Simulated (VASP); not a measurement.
**SiO2 (Stishovite): relaxation of shape and atoms at fixed volume with PBEsol**

The system is SiO2 (Stishovite).

```xyz
6
Lattice="4.1921 0.0000 0.0000 0.0000 4.1921 0.0000 0.0000 0.0000 2.6827" Properties=species:S:1:pos:R:3 pbc="T T T"
Si    0.0000    0.0000    0.0000
Si    2.0960    2.0960    1.3414
O     1.2820    1.2820    0.0000
O     0.8140    3.3781    1.3414
O     2.9100    2.9100    0.0000
O     3.3781    0.8140    1.3414
```

```yaml
Program: VASP 6.6.1
Task: relaxation of shape and atoms at fixed volume
Functional: PBEsol
Potentials_or_basis: VASP PAW PBE potentials, release 64 (Si, O)
Cutoff: 600 eV
k_mesh: 8 × 8 × 10
Occupations: gaussian, width 0.03 eV
Spin: no spin polarisation
Further_INCAR_settings: ALGO = Fast; EDIFF = 1e-07; IBRION = 2; EDIFFG = -0.01; NSW = 40; ISIF = 4
```

* Pressure after relaxing: 0.0 GPa
* Band gap on the k mesh: 5.34 eV, direct

Final structure:
```
Si O
1.0
     4.19205    0.00000    0.00000
     0.00000    4.19205    0.00000
     0.00000    0.00000    2.68270
Si O
2 4
Direct
  0.00000 0.00000 0.00000
  0.50000 0.50000 0.50000
  0.30582 0.30582 0.00000
  0.19418 0.80582 0.50000
  0.69418 0.69418 0.00000
  0.80582 0.19418 0.50000
```

Levels at points of the mesh, in eV from the valence-band top:
```csv
k point,band 14,band 15,band 16,band 17,band 18,band 19
"(0.00, 0.00, 0.00)",-0.88,-0.88,0.00,5.34,6.45,8.21
"(0.50, 0.00, 0.00)",-2.69,-1.07,-1.07,7.48,7.48,8.79
"(0.50, 0.50, 0.00)",-2.70,-2.27,-2.27,7.17,7.17,9.79
"(0.00, 0.00, 0.50)",-3.09,-2.68,-2.68,8.86,8.86,12.33
"(0.50, 0.00, 0.50)",-2.28,-1.76,-1.76,8.56,8.56,9.62
"(0.50, 0.50, 0.50)",-1.75,-1.55,-1.55,6.94,6.94,10.76
```

It took 62 s on 2 MPI ranks on AMD EPYC 7R13 Processor (Zen 3), on a shared host, peak memory 0.19 GiB a rank.

Caveat: the relaxation stopped at its first step, so nothing moved; the PAW data sets were made with another functional, which shifts forces and pressure a little. A k mesh can miss the band edges.
